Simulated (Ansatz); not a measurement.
Crystal: MnO.

```
Mn O
1.0
     0.00000    2.22391    2.22391
     2.22391    0.00000    2.22391
     2.22391    2.22391    0.00000
Mn O
1 1
Direct
  0.00000 0.00000 0.00000
  0.50000 0.50000 0.50000
```

The cell is a database's computed one.

```yaml
Program: Ansatz 0.2.0
Task: relaxation of cell and atoms
Functional: revPBE
Potentials_or_basis: all-electron LAPW, scalar-relativistic
Basis_error_allowed: 0.001 eV/atom
k_mesh: 10 × 10 × 10
Occupations: fermi-dirac, width 0.05 eV
Spin: collinear spin, ferromagnetic start
Starting_moments: "[4.0, 0.0] μB"
```

At the start: volume 11.00 Å³/atom.

Q: Where does the relaxation end?

A: Over 5 steps the energy falls by 5.1 meV/atom and the volume is 11.42 Å³/atom (+3.8 %); space group Fm-3m (No. 225, to 0.05 Å); moment 4.89 μB per cell.

The path:
```
step  energy change (eV)  largest force (eV/Å)  volume (Å³)
   1              0.0000                0.0000        22.00
   2             -0.0078                0.0000        22.42
   3             -0.0102                0.0000        22.78
   4             -0.0102                0.0000        22.84
   5             -0.0102                0.0000        22.84
```

Final structure:
```yaml
crystal:
  lattice:
    - [0.00000, 2.25186, 2.25186]
    - [2.25186, 0.00000, 2.25186]
    - [2.25186, 2.25186, 0.00000]
  atoms:
    - { symbol: Mn, position: [0.00000, 0.00000, 0.00000] }
    - { symbol: O, position: [0.50000, 0.50000, 0.50000] }
```

Caveat: a cell with one magnetic atom can't hold antiferromagnetic order, which such compounds often take.
